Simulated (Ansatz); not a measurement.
**One structure, 4 elements: TiO2, TiS2, TiSe2, TiTe2**

Plane-wave DFT in Ansatz with scalar-relativistic PAW potentials, cutoff 420 eV, Γ-centred meshes chosen by cell and gap, Gaussian smearing with energies taken to zero width. Every cell was relaxed (cell and atoms) in a run of its own, within the symmetry of its start. Functional: PBEsol.

All members share space group P-3m1 and the same sites; only the element on one set of sites changes (O, S, Se, Te). Members needn't be the stable form of their composition. Energies over the elements, where given, are against the elements' standard states in the same functional (H₂, N₂, O₂ and halogens uncorrected, Hg as a solid). The first member:

Space group P-3m1 (No. 164). a = 2.958 Å, b = 2.958 Å, c = 5.044 Å, α = 90.00°, β = 90.00°, γ = 120.00°
| atom | site | symmetry | x | y | z |
| --- | --- | --- | --- | --- | --- |
| Ti | 1a | -3m. | 0.0000 | 0.0000 | 0.0000 |
| O | 2d | 3m. | 0.6667 | 0.3333 | 0.8096 |

| compound | V (Å³/atom) | a (Å) | c (Å) | gap on mesh (eV) | energy over elements (eV/atom) |
| --- | --- | --- | --- | --- | --- |
| TiO2 | 12.74 | 2.958 | 5.044 | 2.68 | -2.985 |
| TiS2 | 18.30 | 3.351 | 5.643 | 0.00 | -1.356 |
| TiTe2 | 25.42 | 3.696 | 6.445 | 0.00 | -0.720 |

Question: Predict the member with Se.

Answer: V (Å³/atom) 20.74, a (Å) 3.472, c (Å) 5.957, gap on mesh (eV) 0.00, energy over elements (eV/atom) -1.144. Interpolating linearly in period between S and Te would give 21.86 Å³/atom (5.4 % too large), with -1.038 eV/atom over the elements. Over the whole series the volume grows at each step down the group; a gap opens only for O (gaps under about 0.1 eV aren't resolved; a zero can be real, or an error of the semilocal functional, which closes small gaps); binding against the elements weakens. Less electronegative, larger anions gain less from charge transfer and lattice energy, in line with the weaker binding.

Spin-orbit coupling is left out, which matters for the bands of heavy elements. Each cell of TiO2, TiS2, TiSe2 holds layers, and where no dispersion correction was added their binding is poorly described.